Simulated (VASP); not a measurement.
Write the native input for VASP 6.6.1 that does the following.

| Quantity | Value |
| --- | --- |
| Task | G0W0 quasiparticle levels |
| Functional | PBE |
| Potentials or basis | VASP PAW PBE potentials, release 64 (Ba_sv_GW, Te_GW) |
| Cutoff | 450 eV |
| k mesh | 4 × 4 × 4 |
| Occupations | gaussian, width 0.01 eV |
| Spin | no spin polarisation |
| Cutoff of the response function | 100 |
| Frequency points | 64 |
| Empty bands | 266 |
| GW scheme | G0W0 |
| GW iterations | 1 |
| Further INCAR settings | ALGO = EVGW0; EDIFF = 1e-08; NBANDS = 274 |

Crystal: BaTe.

```
CELL_PARAMETERS angstrom
0.00000 3.41000 3.41000
3.41000 0.00000 3.41000
3.41000 3.41000 0.00000
ATOMIC_POSITIONS crystal
Ba 0.00000 0.00000 0.00000
Te 0.50000 0.50000 0.50000
```

The input as run:

POSCAR

```
BaTe
1.0
    0.0000000000      3.4100000000      3.4100000000
    3.4100000000      0.0000000000      3.4100000000
    3.4100000000      3.4100000000      0.0000000000
Ba Te
1 1
Direct
    0.0000000000      0.0000000000      0.0000000000
    0.5000000000      0.5000000000      0.5000000000
```

INCAR.step1

```
PREC     = Accurate       # precision mode
ENCUT    = 450            # plane-wave cutoff, eV
EDIFF    = 1E-8           # SCF threshold, eV
ISMEAR   = 0              # smearing method
SIGMA    = 0.01           # smearing width, eV
LREAL    = False          # projectors in reciprocal space
LASPH    = True           # aspherical terms in the spheres
NELM     = 100            # most SCF steps
ALGO     = Normal         # electronic algorithm
LWAVE    = True           # write WAVECAR
LCHARG   = False          # write CHGCAR
GGA      = PE             # functional
```

INCAR.step2

```
PREC     = Accurate       # precision mode
ENCUT    = 450            # plane-wave cutoff, eV
EDIFF    = 1E-8           # SCF threshold, eV
ISMEAR   = 0              # smearing method
SIGMA    = 0.01           # smearing width, eV
LREAL    = False          # projectors in reciprocal space
LASPH    = True           # aspherical terms in the spheres
NELM     = 1              # most SCF steps
ALGO     = Exact          # electronic algorithm
LWAVE    = True           # write WAVECAR
LCHARG   = False          # write CHGCAR
GGA      = PE             # functional
NBANDS   = 274            # bands
LOPTICS  = True           # frequency-dependent dielectric function
ISTART   = 1
```

INCAR.step3

```
PREC     = Accurate       # precision mode
ENCUT    = 450            # plane-wave cutoff, eV
EDIFF    = 1E-8           # SCF threshold, eV
ISMEAR   = 0              # smearing method
SIGMA    = 0.01           # smearing width, eV
LREAL    = False          # projectors in reciprocal space
LASPH    = True           # aspherical terms in the spheres
ALGO     = EVGW0          # electronic algorithm
LWAVE    = False          # write WAVECAR
LCHARG   = False          # write CHGCAR
GGA      = PE             # functional
NELMGW   = 1            
NBANDS   = 274            # bands
ENCUTGW  = 100            # cutoff of the response function
NOMEGA   = 64             # frequency points
PRECFOCK = Fast         
ISTART   = 1            
NBANDSGW = 16
```

KPOINTS

```
regular mesh
0
Gamma
  4 4 4
```

Potentials or basis: VASP PAW PBE potentials, release 64 (Ba_sv_GW, Te_GW).

Run with:

```console
$ cat potpaw_PBE.64/Ba_sv_GW/POTCAR potpaw_PBE.64/Te_GW/POTCAR > POTCAR
$ cp INCAR.step1 INCAR
$ mpirun -np 1 vasp_std > vasp.out
$ cp INCAR.step2 INCAR
$ mpirun -np 1 vasp_std > vasp.out
$ cp INCAR.step3 INCAR
$ mpirun -np 1 vasp_std > vasp.out
```

It gave:

The band gap on the k mesh, mean-field level is 1.41 eV, indirect (least direct gap 1.76 eV) and the quasiparticle gap is 2.27 eV. The least direct quasiparticle gap is 2.66 eV.

Caveat: bands, screening cutoff and mesh are small and nothing is extrapolated, so the quasiparticle values aren't converged; spin-orbit coupling is left out, which moves the levels of the heavy elements.

It took 11 min on 1 thread of Intel(R) Xeon(R) Platinum 8259CL CPU @ 2.50GHz (Skylake/Cascade Lake), with other jobs on the host, peak memory 0.79 GiB.
